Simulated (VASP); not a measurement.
A run of VASP 6.6.1 is set up as follows.

The input INCAR:

```
  ALGO = Normal
  EDIFF = 1E-6
  ENCUT = 520
  ISIF = 2
  ISMEAR = 0
  ISPIN = 2
  LASPH = T
  LCHARG = F
  LDAU = T
  LDAUJ = 0 0
  LDAUL = 2 -1
  LDAUPRINT = 1
  LDAUTYPE = 2
  LDAUU = 5 0
  LMAXMIX = 4
  LMIXTAU = T
  LORBIT = 11
  LREAL = F
  LWAVE = F
  MAGMOM = -0.17 0
  METAGGA = R2SCAN
  NELM = 80
  PREC = Accurate
  SIGMA = 0.05
```

The input KPOINTS:

```
k-points
0
Gamma
  7 7 7
```

The input POSCAR:

```
TaN
1.0
    0.0000000000      2.4911437700      2.4911437700
    2.4911437700      0.0000000000      2.4911437700
    2.4911437700      2.4911437700      0.0000000000
Ta N
1 1
Direct
    0.0000000000      0.0000000000      0.0000000000
    0.2500000000      0.2500000000      0.2500000000
```

Potentials or basis: VASP PAW PBE potentials, release 64 (Ta_pv, N).

Launch:

```sh
$ cat potpaw_PBE.64/Ta_pv/POTCAR potpaw_PBE.64/N/POTCAR > POTCAR
$ mpirun -np 1 vasp_std > vasp.out
```

Q: Predict the net moment.

A: 0.00 μB per cell.

Q: Predict the pressure.

A: -21.1 GPa.

Eigenvalues of the final occupation matrices:
```csv
site,spin,trace,eigenvalues
site 1 d,1,1.00,0.13 0.13 0.24 0.24 0.24
site 1 d,2,1.00,0.13 0.13 0.24 0.24 0.24
```

Caveat: the PAW data sets were made with another functional, which shifts forces and pressure a little. The state reached can hang on the start; a lower one may exist.
